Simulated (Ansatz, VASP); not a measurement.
## CdS in VASP and in Ansatz

```
Cd S
1.0
     4.19732    0.00000    0.00000
    -2.09866    3.63498    0.00000
     0.00000    0.00000    6.83073
Cd S
2 2
Direct
  0.66667 0.33333 0.50026
  0.33333 0.66667 0.00026
  0.66667 0.33333 0.87674
  0.33333 0.66667 0.37674
```

Alike in both runs: task single point; functional PBE; k mesh 6 × 6 × 4; occupations gaussian, width 0.02 eV; no spin polarisation.

|  | VASP | Ansatz |
| --- | --- | --- |
| version | VASP 6.6.1 | Ansatz 0.2.0 |
| potentials or method | VASP PAW PBE potentials, release 64 (Cd, S) | scalar-relativistic, plane waves, PAW |
| plane-wave cutoff (eV) | 520 | 420 |
| valence electrons in the cell | 36 | 52 |

|  | VASP | Ansatz | Ansatz less VASP |
| --- | --- | --- | --- |
| gap on the k mesh at the Fermi level (eV) | 1.11 | 1.11 | -0.001 |
| least direct gap on the mesh (eV) | 1.11 | 1.11 | -0.001 |
| pressure (GPa) | 0.3 | 0.0 | -0.29 |

The functional is the same, so the differences come from potentials, cutoffs and numerics. The two sets of potentials don't hold the same shells in valence.

PBE gaps usually lie below the measured ones, often by a third to a half.
